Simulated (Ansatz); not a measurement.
**Barrier of one jump, H in SnO$_{2}$**

Method: DFT PBE, scalar-relativistic, plane waves, PAW (Ansatz). Settings: 420 eV cutoff, 3×3×3 k-mesh, Gaussian smearing of 0.02 eV, no spin polarisation.

Host crystal, relaxed:

```cif
data_structure
_symmetry_space_group_name_H-M 'P 1'
_symmetry_Int_Tables_number 1
_cell_length_a 4.8265
_cell_length_b 4.8284
_cell_length_c 3.2382
_cell_angle_alpha 90.000
_cell_angle_beta 90.000
_cell_angle_gamma 90.000
_cell_volume 75.46
loop_
_atom_site_label
_atom_site_type_symbol
_atom_site_fract_x
_atom_site_fract_y
_atom_site_fract_z
_atom_site_occupancy
Sn1 Sn 0.50000 0.50000 0.50000 1
Sn2 Sn 0.00000 0.00000 0.00000 1
O1 O 0.30650 0.30666 0.00000 1
O2 O 0.80650 0.19334 0.50000 1
O3 O 0.19350 0.80666 0.50000 1
O4 O 0.69350 0.69334 0.00000 1
```

In a supercell of 12 host sites, interstitial H hops to an equivalent place, moving 0.67 Å between the relaxed ends. Climbing-image nudged elastic band at fixed cell with images 0 (start) to 6 (end), the path measured over all atoms, converged to 0.05 eV/Å; the order of the saddle wasn't checked, and the small cell leaves errors of about a tenth of an eV. Zero-point motion and tunnelling, which matter for H, are left out. At the top the atom squeezes straight between two others, where symmetry can hold a band on a ridge, so a bent path, such as one by way of a neighbouring hole, may have a much lower barrier.

Supercell rows in host cell vectors: -1 0 1; 1 0 1; 0 1 -1. H was set at (0.150, 0.350, 0.500) of the host cell.

At the relaxed start H has 1 O at 1.01 Å.

A cell with an odd number of electrons and no spin polarisation is a metal by construction and may be lower with spin.

Question: What barrier does the band give, and what surrounds the atom at the top?

Answer: 0.16 eV at image 3, where H has 2 O at 1.25 Å, 2 Sn at 2.51 Å, 4 O at 2.58 Å.

Cost: 1 run of about 7.7 core-minutes, on Arm Neoverse V1 (shared hosts).